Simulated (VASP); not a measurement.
# BiTe (Fm-3m) in VASP: electric field gradients with r2SCAN

Aim: the electric field gradients of BiTe with r2SCAN.

All numbers are computed with VASP 6.6.1; they aren't measurements. Logs are shortened: lines on timing, memory, paths and dates and some standing lists are left out, and cuts for length are marked.

**1. Starting point**

It takes space group Fm-3m (No. 225, cubic). Conventional cell: a = 6.470 Å, b = 6.470 Å, c = 6.470 Å, α = 90.00°, β = 90.00°, γ = 90.00°. Bi (site symmetry m-3m) is surrounded by 6 Te at 3.23 Å. Te (site symmetry m-3m) has 6 Bi at 3.23 Å as nearest neighbours.

**2. Electric field gradients, r2SCAN**

The input, POSCAR:

```
BiTe
1.0
    0.0000000000      3.2350000000      3.2350000000
    3.2350000000      0.0000000000      3.2350000000
    3.2350000000      3.2350000000      0.0000000000
Bi Te
1 1
Direct
    0.0000000000      0.0000000000      0.0000000000
    0.5000000000      0.5000000000      0.5000000000
```

The input, INCAR.step1:

```
SYSTEM = BiTe
  ALGO = Normal
  EDIFF = 1E-4
  ENCUT = 520
  GGA = PE
  ISMEAR = -1
  LASPH = .True.
  LCHARG = .False.
  LREAL = .False.
  LWAVE = .True.
  NBANDS = 18
  NELM = 100
  PREC = Accurate
  SIGMA = 0.03
```

The input, INCAR.step2:

```
SYSTEM = BiTe
  ALGO = Normal
  EDIFF = 1E-8
  ENCUT = 520
  ISIF = 2
  ISMEAR = -1
  ISTART = 1
  LASPH = .True.
  LCHARG = .False.
  LEFG = .True.
  LMIXTAU = .True.
  LREAL = .False.
  LWAVE = .False.
  METAGGA = R2SCAN
  NBANDS = 18
  NELM = 100
  PREC = Accurate
  SIGMA = 0.03
```

The input, KPOINTS:

```
k-points
0
Gamma
  10 10 10
  0 0 0
```

Potentials or basis: VASP PAW PBE potentials, release 64 (Bi_d, Te).

Started as:

```sh
cat potpaw_PBE.64/Bi_d/POTCAR potpaw_PBE.64/Te/POTCAR > POTCAR
cp INCAR.step1 INCAR
mpirun -np 1 vasp_std > vasp.out
cp INCAR.step2 INCAR
mpirun -np 1 vasp_std > vasp.out
```

OUTCAR:

```text
SYSTEM = BiTe
   EDIFF = 1E-8
   ENCUT = 520
   ISIF = 2
   ISMEAR = -1
   ISTART = 1
   LASPH = .True.
   LREAL = .False.
   METAGGA = R2SCAN
   NELM = 100
   PREC = Accurate

 ion  position               nearest neighbor table
   1  0.000  0.000  0.000-   2 3.23   2 3.23   2 3.23   2 3.23   2 3.23   2 3.23
   2  0.500  0.500  0.500-   1 3.23   1 3.23   1 3.23   1 3.23   1 3.23   1 3.23

  LATTYP: Found a face centered cubic cell.
 ALAT       =     6.4700000000

  Lattice vectors:

 A1 = (   0.0000000000,   3.2350000000,   3.2350000000)
 A2 = (   3.2350000000,   0.0000000000,   3.2350000000)
 A3 = (   3.2350000000,   3.2350000000,   0.0000000000)

Analysis of symmetry for initial positions (statically):
=====================================================================
 Subroutine PRICEL returns:
 Original cell was already a primitive cell.

 Routine SETGRP: Setting up the symmetry group for a
 face centered cubic supercell.

 Subroutine GETGRP returns: Found 48 space group operations
 (whereof 48 operations were pure point group operations)
 out of a pool of 48 trial point group operations.

The static configuration has the point symmetry O_h .

Analysis of symmetry for dynamics (positions and initial velocities):
=====================================================================
 Subroutine PRICEL returns:
 Original cell was already a primitive cell.

 Routine SETGRP: Setting up the symmetry group for a
 face centered cubic supercell.

 Subroutine GETGRP returns: Found 48 space group operations
 (whereof 48 operations were pure point group operations)
 out of a pool of 48 trial point group operations.

The dynamic configuration has the point symmetry O_h .

 Subroutine INISYM returns: Found 48 space group operations
 (whereof 48 operations are pure point group operations),
 and found     1 'primitive' translations

----------------------------------------------------------------------------------------

                                     Primitive cell

  volume of cell :      67.7100

  direct lattice vectors                    reciprocal lattice vectors
     0.000000000  3.235000000  3.235000000    -0.154559505  0.154559505  0.154559505
     3.235000000  0.000000000  3.235000000     0.154559505 -0.154559505  0.154559505
[... 127 lines left out ...]
  ext. energy  EPLUGINS =         0.00000000
  ---------------------------------------------------
  free energy    TOTEN  =       -84.02851398 eV

  energy without entropy =      -84.02360247  energy(sigma->0) =      -84.02605822

 E-fermi :   6.6165     XC(G=0): -10.0009

 val. band max:        6.5997488486   @ k =   0.5000   0.1000   0.0000
 cond. band min:       6.6710911322   @ k =  -0.2000   0.1000   0.0000
 fundamental gap:      0.0713422836
 Fermi energy:         6.6164970784

 k-point     1 :       0.0000    0.0000    0.0000
  band No.  band energies     occupation
      1     -17.3105      2.00000
      2     -17.3105      2.00000
      3     -17.3051      2.00000
      4     -17.3051      2.00000
      5     -17.3051      2.00000
      6      -7.5580      2.00000
[... 481 lines left out ...]
      5     -17.2963      2.00000
      6      -6.1635      2.00000
[... 10 lines left out ...]
     17      16.0348      0.00000
     18      16.1145      0.00000

 [... further k-points ...]

------------------------ aborting loop because EDIFF is reached ----------------------------------------

  FORCE on cell =-STRESS in cart. coord.  units (eV):
  Direction    XX          YY          ZZ          XY          YZ          ZX
  --------------------------------------------------------------------------------------
  -------------------------------------------------------------------------------------
  Total       -0.0060177     -0.0060177     -0.0060177      0.0000000      0.0000000      0.0000000
  in kB       -0.1423926     -0.1423926     -0.1423926      0.0000000      0.0000000      0.0000000
  external PRESSURE =      -0.1423926 kB  Pullay stress =       0.0000000 kB

 VOLUME and BASIS-vectors are now :
 -----------------------------------------------------------------------------
  energy-cutoff  :      520.00
  volume of cell :       67.71
      direct lattice vectors                 reciprocal lattice vectors
     0.000000000  3.235000000  3.235000000    -0.154559505  0.154559505  0.154559505
     3.235000000  0.000000000  3.235000000     0.154559505 -0.154559505  0.154559505
     3.235000000  3.235000000  0.000000000     0.154559505  0.154559505 -0.154559505

 POSITION                                       TOTAL-FORCE (eV/Angst)
 -----------------------------------------------------------------------------------
      0.00000      0.00000      0.00000        -0.000000     -0.000000     -0.000000
      3.23500      3.23500      3.23500         0.000000      0.000000      0.000000
 -----------------------------------------------------------------------------------
    total drift:                               -0.000000      0.000000      0.000000

  FREE ENERGIE OF THE ION-ELECTRON SYSTEM (eV)
  ---------------------------------------------------
  free  energy   TOTEN  =       -84.0285139792 eV

  energy  without entropy=      -84.0236024696  energy(sigma->0) =      -84.02605822

 Electric field gradients (V/A^2)
---------------------------------------------------------------------
 ion       V_xx      V_yy      V_zz      V_xy      V_xz      V_yz
---------------------------------------------------------------------
   1       0.000     0.000     0.000     0.000     0.000     0.000
   2      -0.000    -0.000    -0.000    -0.000    -0.000    -0.000
---------------------------------------------------------------------

 Electric field gradients after diagonalization (V/A^2)
 (convention: |V_zz| > |V_xx| > |V_yy|)
----------------------------------------------------------------------
 ion       V_xx      V_yy      V_zz     asymmetry (V_yy - V_xx)/ V_zz
----------------------------------------------------------------------
   1      -0.000    -0.000     0.000       0.000
   2       0.000     0.000    -0.000       0.000
----------------------------------------------------------------------

           NMR quadrupolar parameters

 Cq : quadrupolar parameter    Cq=e*Q*V_zz/h
 eta: asymmetry parameters     (V_yy - V_xx)/ V_zz
 Q  : nuclear electric quadrupole moment in mb (millibarn)
----------------------------------------------------------------------
 ion       Cq(MHz)       eta       Q (mb)
----------------------------------------------------------------------
   1       0.000       0.000       1.000
   2      -0.000       0.000       1.000
----------------------------------------------------------------------
```

Run time: 6.2 min. Hardware: 1 thread of Intel Xeon Platinum 8375C at 2.90GHz (Ice Lake), shared host; peak memory 0.25 GiB.

What came out:

| Property | Result |
| --- | --- |
| Free energy | -84.0285 eV |
| Pressure | 0.0 GPa |
| Band gap on the k mesh | none (metal or under the smearing width) |

Electric field gradients, principal values (V/Å²):
```tsv
atom	Vxx	Vyy	Vzz
1 Bi	0.000	0.000	0.000
2 Te	0.000	0.000	0.000
```

Caveat: the PAW data sets were made with another functional, which shifts forces and pressure a little; spin-orbit coupling is left out, which moves the levels of the heavy elements.
